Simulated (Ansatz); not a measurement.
# Does disorder add resistance in series? Ta(100) layers with 25 % Re

Two lengths of the disordered region are known. What area resistance does the third give?

**Method.** Ansatz 0.2.0, plane waves with PAW datasets at their recommended cutoffs (420 eV for most), Fermi-Dirac smearing; ballistic transmission by layer matching. The area resistance is RA = A (h/2e²)(1/T − 1/N), with T the zone-mean transmission per spin and N the lead's channels, both averaged over a few energies near the Fermi level; for magnets each spin is taken apart, with h/e², and the two conduct in parallel. Lateral cell 2x2, PBE, a fresh random draw for each length.

The runs, with one result withheld:

```
length (Å)  channels N  RA (fΩ m²)
      6.61       10.21       0.325
      13.2       10.21       0.583
      19.8       10.21           ?
```

Worked fit:

Ohm's law makes RA linear in the length: the slope is (0.583 − 0.325)/(13.2 − 6.61) = 0.0390 fΩ m² per Å, or 39 µΩ cm. Then 0.583 + 0.0390 × 6.61. Predicted: 0.840 fΩ m².

**The withheld run.**

0.802 fΩ m², so the prediction is 4.8 % too high. The three lengths together give 36 µΩ cm. The two increments are 0.26 and 0.22 fΩ m², roughly as Ohm's law has it, though with one draw for each length that is a weak test.

Caveats: The scatterers repeat sideways with the small cell. The slope is a raw one; a model of isotropic scattering puts it 1.02 times the bulk value over these lengths. Atoms sit unrelaxed on the host's lattice, and the pair may not mix at random in practice. Spin-orbit coupling is left out, which matters for Re and Ta.

[Logs are printed without paths, hosts, clocks, repeated set-up lines and the standing remarks that a program may print on its own settings, such as how far it seeks lower states.]
